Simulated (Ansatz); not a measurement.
# GaN: the cost of one run

Program: Ansatz 0.2.0. Level of theory: DFT PBE, scalar-relativistic, plane waves, PAW. These are calculated values, not measurements.

**1. The structure to begin with**

The cell holds 14 atoms (Ga7N7): a = 5.476 Å, b = 5.747 Å, c = 5.589 Å, α = 90.20°, β = 95.41°, γ = 92.01°.

It is the last frame of an earlier stage of the same melt, run at 300 K.

Coordinates:

```xyz
14
Lattice="5.4688 -0.0988 -0.2612 -0.0988 5.7463 -0.0121 -0.2612 -0.0121 5.5829" Properties=species:S:1:pos:R:3 pbc="T T T"
Ga    0.2702    5.5668    4.8409
Ga    2.8877    2.8147    1.7598
Ga    4.2755    5.3112    1.5987
Ga    0.0235    2.5120    1.1836
Ga    3.1078    3.7246    4.8543
Ga    3.2985    0.8407    4.2982
Ga    0.3478    2.6350    3.5416
N     4.9636    0.8261    0.1526
N     2.3493    2.4178    3.5847
N     1.1113    5.1299    1.7562
N     1.9367    5.3940    2.4512
N     5.0818    3.5397    4.7747
N     2.0351    5.1777    4.8900
N     4.8726    0.6764    3.1679
```

**2. Relaxation without symmetry, coarse mesh**

A cheap relaxation: coarse mesh, no symmetry, loose thresholds.

Input file input.yaml:

```yaml
crystal:
  lattice:
    - [5.468829, -0.098757, -0.261184]
    - [-0.098757, 5.746348, -0.012091]
    - [-0.261184, -0.012091, 5.582925]
  atoms:
    - { symbol: Ga, position: [0.108723492, 0.972470093, 0.8742773623] }
    - { symbol: Ga, position: [0.5533963066, 0.5000518204, 0.3421780091] }
    - { symbol: Ga, position: [0.8143394535, 0.9389577262, 0.3264856418] }
    - { symbol: Ga, position: [0.0224332185, 0.437975781, 0.213996689] }
    - { symbol: Ga, position: [0.6231924835, 0.6607722447, 0.9000688591] }
    - { symbol: Ga, position: [0.6442395663, 0.1590631498, 0.8003686107] }
    - { symbol: Ga, position: [0.1025094736, 0.4616592219, 0.6401612282] }
    - { symbol: "N", position: [0.9138707243, 0.1596094148, 0.0704313827] }
    - { symbol: "N", position: [0.4690981692, 0.4302177905, 0.664964459] }
    - { symbol: "N", position: [0.2350614821, 0.8974500223, 0.3275038256] }
    - { symbol: "N", position: [0.3931652341, 0.9464009221, 0.4595011807] }
    - { symbol: "N", position: [0.983793642, 0.6347912371, 0.9026291327] }
    - { symbol: "N", position: [0.4314637389, 0.9103447077, 0.8980484258] }
    - { symbol: "N", position: [0.9225901448, 0.1348532517, 0.6108858124] }
  symmetry: { detect: false }
basis:
  ecutwfc: 420
kpoints:
  mp_grid: { grid: [3, 2, 3], shift: [0.0, 0.5, 0.0] }
hamiltonian:
  xc: pbe
scf:
  occupations: { method: gaussian, width: 0.1 }
  lower_state_search: "off"
output:
  forces: true
  stress: true
  eigenvalues: true
relax:
  adjacent_minimum: "off"
  f_tol: 0.04
  max_steps: 70
  cell: { stress_tol: 0.3 }
```

Started as:

```console
> ansatz run input.yaml --threads 2 --pin off --max-ram 5120MiB --backend cpu --events-out ev --progress --plain --runs-dir out
```

What time and memory should one allow on 2 threads of Intel Xeon at 2.70GHz, shared host?

About 3.4 min, with a peak of 0.54 GiB.
